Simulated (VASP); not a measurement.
# Ga (P6_3/mmc) in VASP: further runs, part 2 of 2

VASP 6.6.1.

### 3 Single point, PBE

This run uses another cell than the first one, of 18.88 Å³/atom, 0.884 times its volume.

INCAR

```
ALGO = Normal
EDIFF = 1E-6
ENCUT = 520
GGA = PE
ISIF = 2
ISMEAR = 0
LASPH = T
LCHARG = F
LREAL = F
LWAVE = F
NBANDS = 34
NELM = 100
PREC = Accurate
SIGMA = 0.1
```

KPOINTS

```
k-points
0
Gamma
  6 6 2
```

POSCAR

```
Ga
1.0
    2.9475368916      0.0000000000      0.0000000000
   -1.4737684458      2.5526418267      0.0000000000
    0.0000000000      0.0000000000     10.0359529628
Ga
4
Direct
    0.3333333333      0.6666666667      0.1157888823
    0.6666666667      0.3333333333      0.6157888823
    0.3333333333      0.6666666667      0.3842111177
    0.6666666667      0.3333333333      0.8842111177
```

Potentials or basis: VASP PAW PBE potentials, release 64 (Ga_d).

Started as:

```
$ cat potpaw_PBE.64/Ga_d/POTCAR > POTCAR
$ mpirun -np 1 vasp_std > vasp.out
```

Wall time 24 s (1 thread of Intel Xeon Platinum 8488C (Sapphire Rapids), shared host); peak memory 0.2 GiB.

Results (log left out):

* Free energy: -11.6824 eV
* Pressure: 0.1 GPa
* Largest force: 0.007 eV/Å
* Band gap on the k mesh: none (metal or under the smearing width)

Forces in eV/Å, atoms in the order of the input:
```
Ga   0.000  0.000  0.007
Ga   0.000  0.000  0.007
Ga   0.000  0.000 -0.007
Ga   0.000  0.000 -0.007
```

Levels at points of the mesh, in eV from the Fermi level:
```csv
k point,band 24,band 25,band 26,band 27,band 28,band 29
"(0.00, 0.00, 0.00)",-5.33,-4.07,2.58,3.43,10.08,10.08
"(0.50, 0.00, 0.00)",-3.58,-3.36,-2.65,0.26,0.36,1.12
"(0.00, 0.00, 0.50)",-7.47,-1.17,-1.17,7.78,7.78,10.40
"(0.50, 0.00, 0.50)",-4.31,-2.08,-2.08,-1.05,-1.05,3.71
```

Caveat: the k mesh is coarse (spacing up to 0.41 Å⁻¹), so the values aren't converged.

### 4 Single point, PBE

This run uses another cell than the first one: it holds 2 atoms, not 4.

INCAR

```
PREC     = Accurate       # precision mode
ENCUT    = 520            # plane-wave cutoff, eV
EDIFF    = 1E-6           # SCF threshold, eV
ISMEAR   = 0              # smearing method
SIGMA    = 0.1            # smearing width, eV
LREAL    = False          # projectors in reciprocal space
LASPH    = True           # aspherical terms in the spheres
NELM     = 100            # most SCF steps
ALGO     = Normal         # electronic algorithm
ISIF     = 2              # what is computed and relaxed
LWAVE    = False          # write WAVECAR
LCHARG   = True           # write CHGCAR
GGA      = PE             # functional
LELF     = True           # ELF
LVHAR    = True         
NBANDS   = 20             # bands
```

KPOINTS

```
Automatic mesh
0
Gamma
  8 8 8
```

POSCAR

```
Ga
1.0
   -2.6227727544      2.6227727544      1.4307709525
    2.6227727544     -2.6227727544      1.4307709525
    2.6227727544      2.6227727544     -1.4307709525
Ga
2
Direct
    0.0000000000      0.0000000000      0.0000000000
    0.7500000000      0.2500000000      0.5000000000
```

Started as:

```
$ cat potpaw_PBE.64/Ga_d/POTCAR > POTCAR
$ mpirun -np 1 vasp_std > vasp.out
```

It took 36 s on 1 thread of Intel Xeon Platinum 8488C (Sapphire Rapids), shared host; peak memory 0.18 GiB.

It converged, with:

```
Free energy            : -5.6997 eV
Pressure               : -0.3 GPa
Band gap on the k mesh : none (metal or under the smearing width)
```

Stress tensor (GPa, compression positive):
```
 1.33  0.00  0.00
 0.00  1.33  0.00
 0.00  0.00 -3.59
```

Levels at points of the mesh, in eV from the Fermi level:
```csv
k point,band 10,band 11,band 12,band 13,band 14,band 15,band 16,band 17
"(0.00, 0.00, 0.00)",-14.59,-10.77,-0.75,-0.32,-0.32,4.45,9.81,9.81
"(0.50, 0.00, 0.00)",-14.66,-5.20,-4.21,0.05,0.12,0.65,3.92,5.73
"(0.50, 0.50, 0.00)",-14.73,-8.02,-8.02,2.72,2.72,4.12,4.12,9.47
"(0.50, 0.50, 0.50)",-14.79,-5.92,-5.92,-4.13,-4.13,8.02,8.02,13.68
```

### 5 Single point, PBE

This run uses another cell than the first one: it holds 3 atoms, not 4.

INCAR

```
PREC = Accurate ; ENCUT = 520
EDIFF = 1E-7 ; ISMEAR = 0
SIGMA = 0.1 ; LREAL = F
LASPH = T ; NELM = 100
ALGO = Normal ; ISIF = 2
LWAVE = F ; LCHARG = T
GGA = PE ; LELF = T
LVHAR = T ; NBANDS = 26
```

KPOINTS

```
Automatic mesh
0
Gamma
  6 6 6
```

POSCAR

```
Ga
1.0
    5.0119312364      0.0000000000      0.0000000000
   -2.5059656182      4.3404597727      0.0000000000
    0.0000000000      0.0000000000      3.0725317580
Ga
3
Direct
    0.0000000000      0.0000000000      0.0000000000
    0.3333333333      0.6666666667      0.5000000000
    0.6666666667      0.3333333333      0.5000000000
```

Potentials or basis: VASP PAW PBE potentials, release 64 (Ga_d).

Started as:

```
$ cat potpaw_PBE.64/Ga_d/POTCAR > POTCAR
$ mpirun -np 1 vasp_std > vasp.out
```

OUTCAR:

```text
PREC = Accurate
   ENCUT = 520
   EDIFF = 1E-7
   ISMEAR = 0
   LREAL = F
   LASPH = T
   NELM = 100
   ISIF = 2
   GGA = PE

 ion  position               nearest neighbor table
   1  0.000  0.000  0.000-
   2  0.333  0.667  0.500-   3 2.89   3 2.89   3 2.89
   3  0.667  0.333  0.500-   2 2.89   2 2.89   2 2.89

  LATTYP: Found a hexagonal cell.
 ALAT       =     5.0119312364
[... 890 lines left out ...]

------------------------ aborting loop because EDIFF is reached ----------------------------------------

  FORCE on cell =-STRESS in cart. coord.  units (eV):
  Direction    XX          YY          ZZ          XY          YZ          ZX
  --------------------------------------------------------------------------------------
  -------------------------------------------------------------------------------------
  Total       -1.8519504     -1.8519504     -2.4043077      0.0000000      0.0000000      0.0000000
  in kB      -44.3917949    -44.3917949    -57.6319618      0.0000000      0.0000000      0.0000000
  external PRESSURE =     -48.8051839 kB  Pullay stress =       0.0000000 kB

 VOLUME and BASIS-vectors are now :
 -----------------------------------------------------------------------------
  energy-cutoff  :      520.00
  volume of cell :       66.84
      direct lattice vectors                 reciprocal lattice vectors
     5.011931236  0.000000000  0.000000000     0.199523887  0.115195170  0.000000000
    -2.505965618  4.340459773  0.000000000     0.000000000  0.230390339  0.000000000
     0.000000000  0.000000000  3.072531758     0.000000000  0.000000000  0.325464496

 POSITION                                       TOTAL-FORCE (eV/Angst)
 -----------------------------------------------------------------------------------
      0.00000      0.00000      0.00000        -0.000000      0.000000      0.000000
     -0.00000      2.89364      1.53627         0.000000      0.000000     -0.000000
      2.50597      1.44682      1.53627        -0.000000     -0.000000      0.000000
 -----------------------------------------------------------------------------------
    total drift:                               -0.000000      0.000000      0.000000

  FREE ENERGIE OF THE ION-ELECTRON SYSTEM (eV)
  ---------------------------------------------------
  free  energy   TOTEN  =        -8.5079736585 eV

  energy  without entropy=       -8.5022078342  energy(sigma->0) =       -8.50509075
```

OSZICAR:

```text
N       E                     dE             d eps       ncg     rms          rms(c)
DAV:   1     0.221833117662E+03    0.22183E+03   -0.19745E+04  1496   0.264E+03
DAV:   2     0.146795096548E+02   -0.20715E+03   -0.20378E+03  1528   0.446E+02
DAV:   3    -0.803096426080E+01   -0.22710E+02   -0.22505E+02  1720   0.125E+02
DAV:   4    -0.856084703489E+01   -0.52988E+00   -0.52920E+00  1688   0.209E+01
DAV:   5    -0.857029091042E+01   -0.94439E-02   -0.94422E-02  1798   0.294E+00    0.118E+00
DAV:   6    -0.852111125710E+01    0.49180E-01   -0.99696E-02  1960   0.406E+00    0.628E-01
DAV:   7    -0.850898364238E+01    0.12128E-01   -0.25299E-02  2044   0.170E+00    0.171E-01
DAV:   8    -0.850794587700E+01    0.10378E-02   -0.32488E-03  1632   0.743E-01    0.201E-02
DAV:   9    -0.850796334092E+01   -0.17464E-04   -0.16397E-04  2020   0.291E-01    0.115E-02
DAV:  10    -0.850797289090E+01   -0.95500E-05   -0.31155E-05  1838   0.598E-02    0.247E-03
DAV:  11    -0.850797345477E+01   -0.56387E-06   -0.12334E-06  2042   0.328E-02    0.891E-04
DAV:  12    -0.850797368884E+01   -0.23408E-06   -0.34023E-07  1344   0.105E-02    0.230E-04
DAV:  13    -0.850797365846E+01    0.30381E-07   -0.11978E-07   974   0.842E-03
   1 F= -.85079737E+01 E0= -.85050907E+01  d E =-.576582E-02
```

stdout:

```text
POSCAR found type information on POSCAR Ga
 POSCAR found :  1 types and       3 ions
 scaLAPACK will be used
 LDA part: xc-table for (Slater+PW92), standard interpolation
 POSCAR, INCAR and KPOINTS ok, starting setup
 FFT: planning ... GRIDC
 FFT: planning ... GRID_SOFT
 FFT: planning ... GRID
 WAVECAR not read
 entering main loop
```

Wall time 36 s (1 thread of Intel Xeon Platinum 8488C (Sapphire Rapids), shared host); peak memory 0.19 GiB.

What came out:

- Free energy: -8.5080 eV
- Pressure: -4.9 GPa
- Band gap on the k mesh: none (metal or under the smearing width)

Levels at points of the mesh, in eV from the Fermi level:
| k point | band 17 | band 18 | band 19 | band 20 | band 21 | band 22 |
| --- | --- | --- | --- | --- | --- | --- |
| (0.00, 0.00, 0.00) | -3.10 | -2.92 | -0.85 | -0.85 | -0.66 | -0.66 |
| (0.50, 0.00, 0.00) | -7.71 | -4.30 | -2.91 | 3.61 | 3.79 | 5.06 |
| (0.00, 0.00, 0.50) | -5.15 | 0.24 | 1.07 | 1.37 | 1.52 | 1.52 |
| (0.50, 0.00, 0.50) | -3.96 | -3.70 | -2.50 | -0.37 | 0.35 | 0.37 |

### 6 Overview

```csv
cell,k mesh,mesh quality,gap on the mesh (eV),pressure (GPa),largest force (eV/Å)
"P6_3/mmc, 21.35 Å³/atom",6 × 6 × 2,coarse,none,71.3,39.39
"P6_3/mmc, 18.88 Å³/atom",6 × 6 × 2,coarse,none,0.1,0.01
"I4_1/amd, 19.68 Å³/atom",8 × 8 × 8,not flagged,none,-0.3,-
"P6/mmm, 22.28 Å³/atom",6 × 6 × 6,not flagged,none,-4.9,-
```

Alike in all rows: task single point; level PBE; potentials or basis VASP PAW PBE potentials, release 64 (Ga_d); no spin polarisation; cutoff (eV) 520; smearing gaussian 0.1 eV.

Caveats: some runs use coarse meshes; a pressure of tens of GPa on the cell as given is suspect, and the run, the potentials or the cell itself is likely at fault (some runs); forces of over 1 eV/Å show positions far from the minimum, so gaps and moduli don't describe the material at rest (some runs).

Absolute energies hang on the potentials; compare differences alone.
